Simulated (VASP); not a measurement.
# SiC (P6_3mc) in VASP: further runs, part 2 of 2

VASP 6.6.1. The steps go on from the part before.

### 4 Relaxation of cell and atoms, PBE+TS

INCAR

```
PREC     = Accurate       # precision mode
ENCUT    = 600            # plane-wave cutoff, eV
EDIFF    = 1E-7           # SCF threshold, eV
ISMEAR   = -1             # smearing method
SIGMA    = 0.05           # smearing width, eV
LREAL    = False          # projectors in reciprocal space
LASPH    = True           # aspherical terms in the spheres
NELM     = 100            # most SCF steps
ALGO     = Normal         # electronic algorithm
ISIF     = 3              # what is computed and relaxed
LWAVE    = False          # write WAVECAR
LCHARG   = False          # write CHGCAR
GGA      = PE             # functional
IVDW     = 2              # dispersion correction
IBRION   = 2              # ionic algorithm
NSW      = 40             # ionic steps
EDIFFG   = -0.02          # ionic threshold
```

KPOINTS

```
Automatic mesh
0
Gamma
  10 10 3
```

POSCAR

```
SiC
1.0
    3.0756941497      0.0000000000      0.0000000000
   -1.5378470748      2.6636292679      0.0000000000
    0.0000000000      0.0000000000     10.0706464800
Si C
4 4
Direct
    0.0000000000      0.0000000000      0.1878943800
    0.0000000000      0.0000000000      0.6878943800
    0.3333333333      0.6666666667      0.4378419800
    0.6666666667      0.3333333333      0.9378419800
    0.0000000000      0.0000000000      0.0004600500
    0.0000000000      0.0000000000      0.5004600500
    0.3333333333      0.6666666667      0.2498025900
    0.6666666667      0.3333333333      0.7498025900
```

Potentials or basis: VASP PAW PBE potentials, release 64 (Si, C).

Launch:

```
$ cat potpaw_PBE.64/Si/POTCAR potpaw_PBE.64/C/POTCAR > POTCAR
$ mpirun -np 1 vasp_std > vasp.out
```

OUTCAR:

```text
PREC = Accurate
   ENCUT = 600
   EDIFF = 1E-7
   ISMEAR = -1
   LREAL = False
   LASPH = True
   NELM = 100
   ISIF = 3
   GGA = PE
   IVDW = 2
   IBRION = 2
   NSW = 40
   EDIFFG = -0.02
  IVDW =   2

 ion  position               nearest neighbor table
   1  0.000  0.000  0.188-   7 1.88   7 1.88   7 1.88   5 1.89   3 3.08   3 3.08   3 3.08   4 3.08
                             4 3.08   4 3.08
   2  0.000  0.000  0.688-   8 1.88   8 1.88   8 1.88   6 1.89   4 3.08   4 3.08   4 3.08   3 3.08
                             3 3.08   3 3.08
   3  0.333  0.667  0.438-   6 1.88   6 1.88   6 1.88   7 1.89   1 3.08   1 3.08   1 3.08   2 3.08
                             2 3.08   2 3.08
   4  0.667  0.333  0.938-   5 1.88   5 1.88   5 1.88   8 1.89   2 3.08   2 3.08   2 3.08   1 3.08
                             1 3.08   1 3.08
   5  0.000  0.000  0.000-   4 1.88   4 1.88   4 1.88   1 1.89
   6  0.000  0.000  0.500-   3 1.88   3 1.88   3 1.88   2 1.89
   7  0.333  0.667  0.250-   1 1.88   1 1.88   1 1.88   3 1.89
   8  0.667  0.333  0.750-   2 1.88   2 1.88   2 1.88   4 1.89

  LATTYP: Found a hexagonal cell.
 ALAT       =     3.0756941497
 C/A-ratio  =     3.2742678530

  Lattice vectors:

 A1 = (   3.0756941497,   0.0000000000,   0.0000000000)
 A2 = (  -1.5378470748,   2.6636292679,   0.0000000000)
 A3 = (   0.0000000000,   0.0000000000,  10.0706464800)

Analysis of symmetry for initial positions (statically):
=====================================================================
 Subroutine PRICEL returns:
 Original cell was already a primitive cell.

 Routine SETGRP: Setting up the symmetry group for a
 hexagonal supercell.

 Subroutine GETGRP returns: Found 12 space group operations
 (whereof  6 operations were pure point group operations)
 out of a pool of 24 trial point group operations.

The static configuration has the point symmetry C_3v.
 The point group associated with its full space group is C_6v.

Analysis of symmetry for dynamics (positions and initial velocities):
=====================================================================
 Subroutine PRICEL returns:
 Original cell was already a primitive cell.

 Routine SETGRP: Setting up the symmetry group for a
 hexagonal supercell.
[... 131 lines left out ...]
   EMIN   =  10.00;   EMAX   =-10.00  energy-range for DOS
   EFERMI =   0.00;   METHOD = LEGACY
   ISMEAR =    -1;   SIGMA  =   0.05  broadening in eV -4-tet -1-fermi 0-gaus
   EFERMI_NEDOS =   21; number of points for ismear=-14 and -15
   IALGO  =     38    algorithm
   IMIX   =      4    mixing-type and parameters
     AMIX     =   0.40;   BMIX     =  1.00
     AMIX_MAG =   1.60;   BMIX_MAG =  1.00
  volume/ion in A,a.u.               =      10.31        69.60
  Fermi-wavevector in a.u.,A,eV,Ry     =   1.193897  2.256138 19.393597  1.425389
  Thomas-Fermi vector in A             =   2.329900
   LORBIT       =      0    0 simple, 1 ext, 2 COOP (PROOUT), +10 PAW based schemes
   GGA     = PE    functional components
   LHFCALC =     F    Hartree Fock is set to
   AEXX    =    0.0000 exact exchange contribution
   IVDW    =     2    specifies the selected vdW correction
   LEPSILON=     F    determine dielectric tensor
   LRPA    =     F    only Hartree local field effects (RPA)
 conjugate gradient relaxation of ions
 non-spin polarized calculation
  energy-cutoff  :      600.00
  volume of cell :       82.50
 maximum number of plane-waves:      2776
 NGX is ok and might be reduce to    28
   NGX = 13   NGY = 13   NGZ = 41

--------------------------------------- Ionic step        1  -------------------------------------------

 number of electron      32.0000001 magnetization

 Free energy of the ion-electron system (eV)
  ---------------------------------------------------
  ext. energy  EPLUGINS =         0.00000000
  ---------------------------------------------------
  free energy    TOTEN  =       -60.23672856 eV

  energy without entropy =      -60.23672856  energy(sigma->0) =      -60.23672856

------------------------ aborting loop because EDIFF is reached ----------------------------------------

  Tkatchenko/Scheffler method for vdW energy calculation

  Number of pair interactions contributing to vdW energy:  227952
[... 87 lines left out ...]
--------------------------------------- Ionic step        3  -------------------------------------------

 number of electron      32.0000001 magnetization

 Free energy of the ion-electron system (eV)
  ---------------------------------------------------
  ext. energy  EPLUGINS =         0.00000000
  ---------------------------------------------------
  free energy    TOTEN  =       -60.24022920 eV

  energy without entropy =      -60.24022920  energy(sigma->0) =      -60.24022920

 E-fermi :   9.1736     XC(G=0): -11.3577

 val. band max:        8.1786902891   @ k =   0.0000   0.0000   0.0000
 cond. band min:      10.4173445814   @ k =   0.5000   0.0000   0.0000
 fundamental gap:      2.2386542923
 Fermi energy:         9.1735989412

 k-point     1 :       0.0000    0.0000    0.0000
  band No.  band energies     occupation
      1      -7.3031      2.00000
      2      -6.1237      2.00000
      3      -6.0854      2.00000
      4      -3.7260      2.00000
      5      -0.4205      2.00000
      6       3.8258      2.00000
[... 565 lines left out ...]
     20      13.0845      0.00000
     21      14.2382      0.00000

 [... further k-points ...]

------------------------ aborting loop because EDIFF is reached ----------------------------------------

  Hirshfeld charges:
            ion         q(e)
   ------------------------------
      1     Si       0.29633488
      2     Si       0.29633488
      3     Si       0.30083034
      4     Si       0.30083034
      5     C       -0.29694978
      6     C       -0.29694978
      7     C       -0.30021545
      8     C       -0.30021545
[... 37 lines left out ...]
  FREE ENERGIE OF THE ION-ELECTRON SYSTEM (eV)
  ---------------------------------------------------
  free  energy   TOTEN  =       -62.2915971944 eV

  energy  without entropy=      -62.2915971943  energy(sigma->0) =      -62.29159719

 reached required accuracy - stopping structural energy minimisation
```

Wall time 1.7 min (1 thread of Intel Xeon Platinum 8488C (Sapphire Rapids), shared host); peak memory 0.25 GiB.

What came out:

* Free energy: -62.2916 eV
* Relaxed volume: 10.33 Å³/atom
* Relaxed cell: a = 3.079 Å, b = 3.079 Å, c = 10.068 Å, α = 90.00°, β = 90.00°, γ = 120.00°
* Space group after relaxing (to 0.05 Å): P6_3mc (No. 186)
* Energy gained by relaxing: 0.1 meV/atom
* Ionic steps: 3
* Pressure after relaxing: -0.1 GPa
* Largest force after relaxing: 0.015 eV/Å
* Band gap on the k mesh: 2.24 eV, indirect (least direct gap 3.36 eV)
* Hirshfeld charges: Si +0.30; C -0.30 e
* Dispersion energy per atom: -0.256 eV

Forces in eV/Å, atoms in the order of the input:
```
Si   0.000  0.000  0.000
Si   0.000  0.000  0.000
Si   0.000  0.000  0.015
Si   0.000  0.000  0.015
C    0.000  0.000 -0.006
C    0.000  0.000 -0.006
C    0.000  0.000 -0.008
C    0.000  0.000 -0.008
```

Step by step:
| step | energy change (eV) | largest force (eV/Å) | pressure (GPa) | volume (Å³) |
| --- | --- | --- | --- | --- |
| 1 | 0.0000 | 0.0631 | 0.33 | 82.50 |
| 2 | -0.0005 | 0.0276 | -0.33 | 82.76 |
| 3 | -0.0006 | 0.0145 | -0.13 | 82.68 |

Final structure:
```
CELL_PARAMETERS angstrom
3.07933 0.00000 0.00000
-1.53967 2.66678 0.00000
0.00000 0.00000 10.06830
ATOMIC_POSITIONS crystal
Si 0.00000 0.00000 0.18810
Si 0.00000 0.00000 0.68810
Si 0.33333 0.66667 0.43783
Si 0.66667 0.33333 0.93783
C 0.00000 0.00000 0.00025
C 0.00000 0.00000 0.50025
C 0.33333 0.66667 0.24982
C 0.66667 0.33333 0.74982
```

Levels at points of the mesh, in eV from the valence-band top:
```csv
k point,band 12,band 13,band 14,band 15,band 16,band 17,band 18,band 19,band 20,band 21
"(0.00, 0.00, 0.00)",-0.58,-0.58,-0.03,0.00,0.00,5.08,5.66,6.31,6.32,6.98
"(0.50, 0.00, 0.00)",-2.38,-2.36,-2.19,-1.56,-1.12,2.24,2.36,4.22,4.77,5.30
```

Caveat: an odd mesh through Γ misses points on the zone boundary, where band edges often lie. Expect the measured gap to be larger: semilocal functionals such as PBE lack the derivative discontinuity.

### 5 Relaxation of cell and atoms, PBE+MBD

INCAR

```
PREC = Accurate ; ENCUT = 600
EDIFF = 1E-6 ; ISMEAR = -1
SIGMA = 0.05 ; LREAL = False
LASPH = True ; NELM = 60
ALGO = Normal ; ISIF = 3
LWAVE = False ; LCHARG = False
GGA = PE ; IVDW = 202
IBRION = 2 ; NSW = 60
EDIFFG = -0.01
```

KPOINTS

```
regular mesh
0
Gamma
  10 10 3
```

POSCAR is that of step 4.

Launch:

```
$ cat potpaw_PBE.64/Si/POTCAR potpaw_PBE.64/C/POTCAR > POTCAR
$ mpirun -np 1 vasp_std > vasp.out
```

Wall time 2.6 min (1 thread of Intel Xeon Platinum 8488C (Sapphire Rapids), shared host); peak memory 0.25 GiB.

It converged, with:

```
Free energy                            : -62.4517 eV
Relaxed volume                         : 10.31 Å³/atom
Relaxed cell                           : a = 3.075 Å, b = 3.075 Å, c = 10.067 Å, α = 90.00°, β = 90.00°, γ = 120.00°
Space group after relaxing (to 0.05 Å) : P6_3mc (No. 186)
Energy gained by relaxing              : 0.0 meV/atom
Ionic steps                            : 3
Pressure after relaxing                : 0.0 GPa
Band gap on the k mesh                 : 2.23 eV, indirect (least direct gap 3.35 eV)
Hirshfeld charges                      : Si +0.30; C -0.30 e
Dispersion energy per atom             : -0.277 eV
```

Final structure:
```
Si C
1.0
     3.07520    0.00000    0.00000
    -1.53760    2.66320    0.00000
     0.00000    0.00000   10.06738
Si C
4 4
Direct
  0.00000 0.00000 0.18788
  0.00000 0.00000 0.68788
  0.33333 0.66667 0.43783
  0.66667 0.33333 0.93783
  0.00000 0.00000 0.00048
  0.00000 0.00000 0.50048
  0.33333 0.66667 0.24982
  0.66667 0.33333 0.74982
```

Levels at points of the mesh, in eV from the valence-band top:
```tsv
k point	band 13	band 14	band 15	band 16	band 17	band 18	band 19	band 20
(0.00, 0.00, 0.00)	-0.58	-0.05	0.00	0.00	5.12	5.70	6.33	6.34
(0.50, 0.00, 0.00)	-2.36	-2.22	-1.58	-1.12	2.23	2.36	4.23	4.76
```

Caveat: an odd mesh through Γ misses points on the zone boundary, where band edges often lie.

### 6 Summary

| level | gap on the mesh (eV) | pressure (GPa) | relaxed volume (Å³/atom) |
| --- | --- | --- | --- |
| PBE+D4 | 2.23 | 0.0 | 10.29 |
| PBE+rVV10 | 2.18 | 0.0 | 10.45 |
| PBE+TS | 2.24 | -0.1 | 10.33 |
| PBE+MBD | 2.23 | 0.0 | 10.31 |

Alike in all rows: task relaxation of cell and atoms; potentials or basis VASP PAW PBE potentials, release 64 (Si, C); no spin polarisation; cell relaxed; k mesh 10 × 10 × 3; cutoff (eV) 600; smearing fermi-dirac 0.05 eV.

Caveats: an odd mesh through Γ misses points on the zone boundary, where band edges often lie.

Absolute energies hang on the potentials; compare differences alone.
